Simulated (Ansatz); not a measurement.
Ag: from a trial structure to a relaxed crystal

The calculation used Ansatz 0.2.0, DFT PBE, scalar-relativistic, plane waves, PAW.

The start puts Ag on the alpha-boron structure type (R-3m, No. 166), at a guessed volume.

Input of the last, converged step (default PAW datasets):

```yaml
crystal:
  lattice:
    - [3.6780791327, 2.1235399774, 6.645546555]
    - [-3.6780791327, 2.1235399774, 6.645546555]
    - [0.0, -4.2470799547, 6.645546555]
  atoms:
    - { symbol: Ag, position: [0.0234288575, 0.6404117166, 0.0234288575] }
    - { symbol: Ag, position: [0.0234288575, 0.0234288575, 0.6404117166] }
    - { symbol: Ag, position: [0.6404117166, 0.0234288575, 0.0234288575] }
    - { symbol: Ag, position: [0.9765711425, 0.3595882834, 0.9765711425] }
    - { symbol: Ag, position: [0.3595882834, 0.9765711425, 0.9765711425] }
    - { symbol: Ag, position: [0.9765711425, 0.9765711425, 0.3595882834] }
    - { symbol: Ag, position: [0.2338267803, 0.608281099, 0.2338267803] }
    - { symbol: Ag, position: [0.2338267803, 0.2338267803, 0.608281099] }
    - { symbol: Ag, position: [0.608281099, 0.2338267803, 0.2338267803] }
    - { symbol: Ag, position: [0.7661732197, 0.391718901, 0.7661732197] }
    - { symbol: Ag, position: [0.391718901, 0.7661732197, 0.7661732197] }
    - { symbol: Ag, position: [0.7661732197, 0.7661732197, 0.391718901] }
basis:
  ecutwfc: 420
kpoints:
  mp_grid: { grid: [6, 6, 6] }
hamiltonian:
  xc: pbe
scf:
  occupations: { method: gaussian, width: 0.1 }
output:
  forces: true
  stress: true
  eigenvalues: true
relax:
  adjacent_minimum: "off"
  f_tol: 0.01
  max_steps: 80
  cell: { stress_tol: 0.05 }
```

It can be run as:

```bash
ansatz run input.yaml --threads 4 --pin off --backend cpu --events-out ev --progress --plain --runs-dir out  # memory cap (--max-ram) not shown
```

End of the output:

```
SCF converged after 7 iterations
Free energy (F): -91080.781482 eV
Harris-Foulkes:  -91080.781482 eV  (|F-HF|=0.00e0)
Internal energy: -91080.760376 eV  (E = F + TS)
E sigma→0 (E₀):  -91080.770929 eV
Entropy (-TS):   -0.021106 eV (-1.759 meV/atom)
Fermi energy:    9.761116 eV
--- Per-component energies (eV) ---
  E_band       = -4435.790706
  E_kinetic    = 6328.074530
  E_local      = -40376.143900  (includes V_loc(G=0)·N_el)
  E_nonlocal   = 966.523489
  E_hartree    = 18202.623400
  E_xc         = -2208.305613
  E_vxc        = -2804.185901  (∫ρ·V_xc dr)
  E_paw        = -46833.436812  (= ΣΔE_a)
  E_vpaw       = -4955.309586  (= ΣTr[D̂ρ^β])
  E_aug_tail   = 0.003707  (compensation charges beyond the density's cutoff)
  E_ewald      = -27160.099177
  E_smearing   = -0.021106  (= −TS)
  E_closure    =  0.000000  (closes the sum)
  Σ components = -91080.781482   (vs F -91080.781482, Δ=0.00e0)
--- Forces (eV/Å), atoms counted from 1 ---
  atom   1  Ag    -0.00601664     0.00347371     0.00086402
  atom   2  Ag     0.00000000    -0.00694742     0.00086402
  atom   3  Ag     0.00601664     0.00347371     0.00086402
  atom   4  Ag     0.00601664    -0.00347371    -0.00086402
  atom   5  Ag    -0.00601664    -0.00347371    -0.00086402
  atom   6  Ag     0.00000000     0.00694742    -0.00086402
  atom   7  Ag     0.00552461    -0.00318963     0.00068387
  atom   8  Ag     0.00000000     0.00637927     0.00068387
  atom   9  Ag    -0.00552461    -0.00318963     0.00068387
  atom  10  Ag    -0.00552461     0.00318963    -0.00068387
  atom  11  Ag     0.00552461     0.00318963    -0.00068387
  atom  12  Ag     0.00000000    -0.00637927    -0.00068387
  max |Σ_I F_I| component: 1.81e-17 eV/Å
--- Stress (GPa, compression-positive) ---
       -0.037151       0.000000       0.000000
        0.000000      -0.037151       0.000000
        0.000000       0.000000      -0.048328
  P = ⅓ Tr σ = -0.0409 GPa (-0.409 kbar)
--- Relaxed structure (5 steps of the walk, 5 accepted, 1 SCFs on fresh bases) ---
  F+E_penalty+E_count = -91080.78148158 eV   max|allowed force component| = 6.947e-3 eV/Å   (the final SCF, on the basis selected at the relaxed cell)
  cell:  # Å, volume = 310.5908 Å³
    - [3.585166, 2.069897, 6.975565]
    - [-3.585166, 2.069897, 6.975565]
    - [0.000000, -4.139793, 6.975565]
  atoms:
    - { symbol: Ag, position: [0.028239, 0.628522, 0.028239] }
    - { symbol: Ag, position: [0.028239, 0.028239, 0.628522] }
    - { symbol: Ag, position: [0.628522, 0.028239, 0.028239] }
    - { symbol: Ag, position: [0.971761, 0.371478, 0.971761] }
    - { symbol: Ag, position: [0.371478, 0.971761, 0.971761] }
    - { symbol: Ag, position: [0.971761, 0.971761, 0.371478] }
    - { symbol: Ag, position: [0.231198, 0.613167, 0.231198] }
    - { symbol: Ag, position: [0.231198, 0.231198, 0.613167] }
    - { symbol: Ag, position: [0.613167, 0.231198, 0.231198] }
    - { symbol: Ag, position: [0.768802, 0.386833, 0.768802] }
    - { symbol: Ag, position: [0.386833, 0.768802, 0.768802] }
    - { symbol: Ag, position: [0.768802, 0.768802, 0.386833] }
```

Absolute energies hang on the potentials; compare differences alone.

The result has space group R-3m (No. 166). Around Ag on Wyckoff site h (6 atoms of the primitive cell) lie 6 Ag at 2.71–2.87 Å; Ag on Wyckoff site h (6 atoms of the primitive cell) has 7 Ag at 2.74–2.87 Å.

It lies 0.49 eV/atom above the element's standard state at the same level.

For metals, differences of a few meV/atom aren't resolved.

Symmetry constrained the relaxation, so the result can be a saddle point.